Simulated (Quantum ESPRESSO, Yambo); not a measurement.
# A GW chain in Yambo: CsH (Fm-3m), part 3 of 3

How does a plane-wave GW calculation on CsH (Fm-3m) run from the first input to the gap?

Quantum ESPRESSO 7.5 and Yambo 5.3.0; PBEsol and many-body steps on it, plane waves. Known limits of the many-body steps: not at the basis limit; no spin-orbit coupling.

So far. Step 3 (Bands along the symmetry lines): The gap is 2.149 eV, as in the run before at this level. Step 4 (Empty states on the mesh, 4×4×4 mesh, 152 bands): On this mesh the gap is 2.149 eV.

The database entry behind the starting cell differs from later determinations by our own check (0.1 to 0.3 % short, probably kX units), so it need not match the best structure at ambient conditions.

**6. Screening and self-energy, 4×4×4 mesh, 152 bands, screening to 163.3 eV**

G0W0 replaces the xc potential by the self-energy, built once from these orbitals. Only a window of levels is corrected, while the sums run over the empty bands that the input names.

This step: G0W0 on PBEsol, plane waves, norm-conserving pseudopotentials.

gw1.in reads:

```
HF_and_locXC
gw0
dyson
ppa
em1d
rim_cut
RandQpts= 1000000
RandGvec= 1 RL
EXXRLvcs= 64 Ry
VXCRLvcs= 256 Ry
Chimod= "HARTREE"
% BndsRnXp
 1 | 152 |
%
NGsBlkXp= 12 Ry
% LongDrXp
 1 | 1 | 1 |
%
% GbndRnge
 1 | 152 |
%
DysSolver= "n"
ExtendOut
PPAPntXp= 27.21138 eV
% QPkrange
 1 | 8 | 2 | 10 |
%
```

Command:

```
$ OMP_NUM_THREADS=1 mpirun -n 4 yambo -F gw1.in -J gw1 -C gw1 > gw1.log
```

The log of the run:

```text
 Yambo, version 5.3.0

 [02] CORE Variables Setup
 =========================

  [... cell, symmetries and grids as in the set-up ...]

  [02.05] Energies & Occupations
  ==============================

  [X] === General ===
  [X] Electronic Temperature                        :  0.000000  0.000000 [eV K]
  [X] Bosonic    Temperature                        :  0.000000  0.000000 [eV K]
  [X] Finite Temperature mode                       : no
  [X] El. density                                   :  0.15432E+24 [cm-3]
  [X] Fermi Level                                   :  3.261446 [eV]

  [X] === Gaps and Widths ===
  [X] Conduction Band Min                           :  2.149182 [eV]
  [X] Valence Band Max                              :  0.000000 [eV]
  [X] Filled Bands                                  :   5
  [X] Empty Bands                                   :    6  152
  [X] Direct Gap                                    :  2.149182 [eV]
  [X] Direct Gap localized at k                     :  3
  [X] Indirect Gap                                  :  2.149182 [eV]
  [X] Indirect Gap between kpts                     :  3  3
  [X] Last valence band width                       :  1.775611 [eV]
  [X] 1st conduction band width                     :  2.995424 [eV]

 [03] Transferred momenta grid and indexing
 ==========================================

 IBZ Q-points                                      :   8
 BZ  Q-points                                      :   64

 K/Q-points units:
 rlu = crystal or reduced units; cc = cartesian coordinates; iku = interal k-units

 Q [1]          [rlu]:  0.000000  0.000000  0.000000
 Q [2]          [rlu]: -0.48926E-17 -0.48926E-17  0.25000
 Q [3]          [rlu]:  0.97851E-17  0.97851E-17 -0.50000
 Q [4]          [rlu]:  0.66107E-17  0.25000      0.25000
 Q [5]          [rlu]:  0.78423E-17  0.25000      0.50000
 Q [6]          [rlu]:  0.97851E-17  0.25000     -0.25000
 Q [7]          [rlu]: -0.13221E-16 -0.50000     -0.50000
 Q [8]          [rlu]:  0.250000 -0.500000 -0.250000

 [04] Coloumb potential Random Integration (RIM)
 ===============================================

  [04.01] RIM initialization
  ==========================

  * Diagonal components only detected *

  8 x (sBL volume)        :  0.070904 [a.u.]
  sBZ random points       :  1000000
  Points outside the sBZ  :   7968281
  RL volume               :  0.567229 [a.u.]
  Integrated volume       :  0.569486 [a.u.]

  [04.02] RIM integrals
  =====================

  Gamma point sphere radius             :  0.075077 [a.u.]
  Points outside the sphere             :   800476
  [Int_sBZ(q=0) 1/q^2]*(Vol_sBZ)^(-1/3) =:  7.776341
                                 should be <:  7.795600

  Summary of Coulomb integrals for non-metallic bands |Q|[au] RIM/Bare

  Q [1] 0.100000E-4 0.997530 * Q [2] 0.225805 1.070250
  Q [4] 0.260737 1.068048 * Q [6] 0.368738 1.029370
  Q [5] 0.432383 1.023545 * Q [3] 0.451610 1.020007
  Q [7] 0.521474 1.016898 * Q [8] 0.583026 1.014037

 [05] Dipoles
 ============

  [05.01] Setup: observables and procedures
  =========================================

 [06] Dynamic Dielectric Matrix (PPA)
 ====================================

 [WR./gw1//ndb.pp]---------------------------------------------------------------
  Brillouin Zone Q/K grids (IBZ/BZ)                :    8   64    8   64
  RL vectors                                       :   4645 [WF]
  Coulomb cutoff potential                         : none
  Electronic Temperature                           :  0.000000 [K]
  Bosonic    Temperature                           :  0.000000 [K]
  PPA    diel. fun.  energies                      : Perdew, Burke & Ernzerhof SOL(X)+Perdew, Burke & Ernzerhof SOL(C)
  wavefunctions                                    : Perdew, Burke & Ernzerhof SOL(X)+Perdew, Burke & Ernzerhof SOL(C)
  Global Gauge                                     : length
  X matrix size                                    :   339
  X band range                                     :    1  152
  X e/h energy range                               : -1.000000 -1.000000 [eV]
  X Time ordering                                  : R
  X Hxc Kernel                                     : HARTREE
  X Drude frequency                                :  0.000000  0.000000
  X poles                                          :  100.0000 [o/o]
  RL vectors in the sum                            :   4645
  [r,Vnl] included                                 : yes
  Field direction                                  :  0.577350E-5  0.577350E-5  0.577350E-5
  BZ energy Double Grid                            : no
  BZ energy DbGd points                            : 0
  BZ Q point size factor                           : -1.000000
  X Optical Averaged directions                    : none

 [07] Local Exchange-Correlation + Non-Local Fock
 ================================================

 [VXC] Plane waves :  30395
 [EXS] Plane waves :   3839

 QP @ state[ 1 ] K range:   1   8
 QP @ state[ 1 ] b range:   2  10

 [xc] Functional : Perdew, Burke & Ernzerhof SOL(X)+Perdew, Burke & Ernzerhof SOL(C)
 [xc] LIBXC used to calculate xc functional
  PP Number of Atomic Species                      :  2
  NLCC RL compoments                               :  30395
  PP Number of Atomic Species                      :  2
  NLCC RL compoments                               :  30395

 [xc] E_xc :  -3.484483 [Ha]
      E_xc :  -6.968966 [Ry]

  Local XC kind (lXC) : Perdew, Burke & Ernzerhof SOL(X)+Perdew, Burke & Ernzerhof SOL(C)
  Non-Local XC kind (nlXC) : Hartree-Fock

  Corrections @ K [1] :  [eV]
 <2|nlXC|2> = -17.51170 -0.62535E-17 <2|lXC|2> = -13.08323  0.000000
 <3|nlXC|3> = -17.51160  0.24407E-17 <3|lXC|3> = -13.08323  0.18882E-15
 <4|nlXC|4> = -17.51167 -0.64857E-18 <4|lXC|4> = -13.08323 -0.18882E-15
 <5|nlXC|5> = -11.95091 -0.18586E-16 <5|lXC|5> = -8.356704 -0.18882E-15
 <6|nlXC|6> = -3.374693  0.36676E-18 <6|lXC|6> = -7.905344  0.94408E-16
 <7|nlXC|7> = -3.374895  0.19240E-17 <7|lXC|7> = -7.905344 -0.23602E-16
 <8|nlXC|8> = -3.374832  0.36402E-18 <8|lXC|8> = -7.905344  0.000000
 <9|nlXC|9> = -4.344593 -0.23059E-17 <9|lXC|9> = -8.410412 -0.94408E-16
 <10|nlXC|10> = -4.128550 -0.47670E-18 <10|lXC|10> = -9.073639  0.000000

  Corrections @ K [2] :  [eV]
 <2|nlXC|2> = -17.14095  0.15394E-16 <2|lXC|2> = -12.49522  0.000000
[...]
Corrections @ K [3] :  [eV]
[...]
Corrections @ K [4] :  [eV]
[...]
Corrections @ K [5] :  [eV]
[...]
[... 2 further k-points ...]
  Corrections @ K [8] :  [eV]
[...]
<6|nlXC|6> = -3.077870  0.29791E-18 <6|lXC|6> = -7.181447 -0.59005E-17
 <7|nlXC|7> = -3.077952  0.64988E-18 <7|lXC|7> = -7.181447  0.000000
 <8|nlXC|8> = -3.225011  0.32424E-18 <8|lXC|8> = -7.507436 -0.29503E-16
 <9|nlXC|9> = -5.018234 -0.75421E-18 <9|lXC|9> = -10.18519 -0.14161E-15
 <10|nlXC|10> = -2.892171  0.73617E-19 <10|lXC|10> = -7.906732  0.59005E-16

  [07.01] Hartree-Fock occupations report
  =======================================

  [Hartree-Fock] === General ===
  [Hartree-Fock] Electronic Temperature             :  0.000000  0.000000 [eV K]
  [Hartree-Fock] Bosonic    Temperature             :  0.000000  0.000000 [eV K]
  [Hartree-Fock] Finite Temperature mode            : no
  [Hartree-Fock] El. density                        :  0.15432E+24 [cm-3]
  [Hartree-Fock] Fermi Level                        :  3.261446 [eV]

  [Hartree-Fock] === Gaps and Widths ===
  [Hartree-Fock] Conduction Band Min                :  5.840840 [eV]
  [Hartree-Fock] Valence Band Max                   : -3.250215 [eV]
  [Hartree-Fock] Filled Bands                       :   5
  [Hartree-Fock] Empty Bands                        :    6  152
  [Hartree-Fock] Direct Gap                         :  9.091056 [eV]
  [Hartree-Fock] Direct Gap localized at k          :  3
  [Hartree-Fock] Indirect Gap                       :  9.091056 [eV]
  [Hartree-Fock] Indirect Gap between kpts          :  3  3
  [Hartree-Fock] Last valence band width            :  2.119602 [eV]
  [Hartree-Fock] 1st conduction band width          :  3.834416 [eV]

 [08] Dyson equation: Newton solver
 ==================================

  [08.01] G0W0 (W PPA)
  ====================

  [  GW  ] Bands range     :    1  152
  [GW/PPA] G damping       :  0.100000 [eV]

  QP @ state[ 1 ] K range:   1   8
  QP @ state[ 1 ] b range:   2  10

   Sc/G bands                                       :    1  152
   Sc/G damping                                     :  0.100000 ev
   Sc bands terminator                              : no
   Sx RL components                                 :   3839

   QP @ state[ 1 ] K range                          :   1   8
   QP @ state[ 1 ] b range                          :   2  10
   GF energies kind                                 : Perdew, Burke & Ernzerhof SOL(X)+Perdew, Burke & Ernzerhof SOL(C)
   GF WF`s kind                                     : Perdew, Burke & Ernzerhof SOL(X)+Perdew, Burke & Ernzerhof SOL(C)
   Xs energies kind                                 : Perdew, Burke & Ernzerhof SOL(X)+Perdew, Burke & Ernzerhof SOL(C)
   Xs WF`s kind                                     : Perdew, Burke & Ernzerhof SOL(X)+Perdew, Burke & Ernzerhof SOL(C)

 [11] Game Over & Game summary
```

Elapsed: 10 min, on 4 MPI ranks of Arm Neoverse V2, shared host; peak memory 1.7 GiB.

Numbers from this step:

| Item | Value |
| --- | --- |
| G0W0 gap on the mesh | 4.309 eV |
| starting gap on the mesh | 2.149 eV |
| k of the valence top | 0, 0, -0.5 |
| k of the conduction bottom | 0, 0, -0.5 |
| least direct G0W0 gap on the computed points | 4.309 eV |
| Z at the valence top | 0.7970 |
| Z at the conduction bottom | 0.8489 |

The gap on the mesh goes from 2.15 eV to 4.31 eV, a correction of +2.16 eV.

Limits: finite bands, cutoff and mesh; no spin-orbit coupling. v1 is the top filled band, c1 the lowest empty one. Levels before and after the correction, in eV, zero at the valence-band top of each column:

```tsv
	conduction bottom	valence top
Kohn-Sham	2.15	0.00
G0W0	4.31	0.00
```

```tsv
	level	energy (eV)
Kohn-Sham	(0 0 -0.5) v4	-8.732
Kohn-Sham	(0 0 -0.5) v3-v2	-7.980
Kohn-Sham	(0 0 -0.5) v1	0.000
Kohn-Sham	(0 0 -0.5) c1	2.149
Kohn-Sham	(0 0 -0.5) c2-c3	4.683
Kohn-Sham	(0 0 -0.5) c4	7.055
G0W0	(0 0 -0.5) v4	-9.159
G0W0	(0 0 -0.5) v3-v2	-8.384
G0W0	(0 0 -0.5) v1	0.000
G0W0	(0 0 -0.5) c1	4.309
G0W0	(0 0 -0.5) c2-c3	7.123
G0W0	(0 0 -0.5) c4	9.221
```

**7. Where the time went**

Times are wall times on the hardware named with each run, good to a factor of about two.

```tsv
step	time	share	memory (GiB)
ground state	3.6 s	1 %	0.25
bands along the symmetry lines	5.6 s	1 %	0.22
empty states on the mesh	12 s	2 %	0.4
conversion and set-up	2.3 s	0 %	0.25
screening and self-energy	10 min	96 %	1.7
```

**8. Outcome**

* PBEsol gap: 2.15 eV, direct
* G0W0 gap on the mesh: 4.31 eV
* GW settings: 4×4×4 mesh, 152 bands, screening to 163.3 eV, Godby-Needs plasmon pole
* known limits: not at the basis limit; no spin-orbit coupling

What this shows: G0W0 moves the gap on the mesh from 2.15 eV to 4.31 eV (+2.16 eV), with Z of 0.80 and 0.85 at the edges. The dearest step here is «screening and self-energy». Bands and cutoff are finite, so the gap is not at the basis limit. The miss can reach some tenths of an eV and take either sign; the mesh is an error of its own. The many-body steps are scalar-relativistic: spin-orbit coupling is not in them.

[Paths, hosts, dates, memory and timing lines, banners, echoed tables and standing remarks are left out of the program output.]

[Logs are printed without paths, hosts, clocks, repeated set-up lines and the standing remarks that a program may print on its own settings, such as how far it seeks lower states.]

[Runs of the session that timed out or met a known fault of the program may be left out.]

[Hosts, paths, dates, database ids (printed as entryN), source tags and the programs' standing remarks are cut or masked in the printed files.]
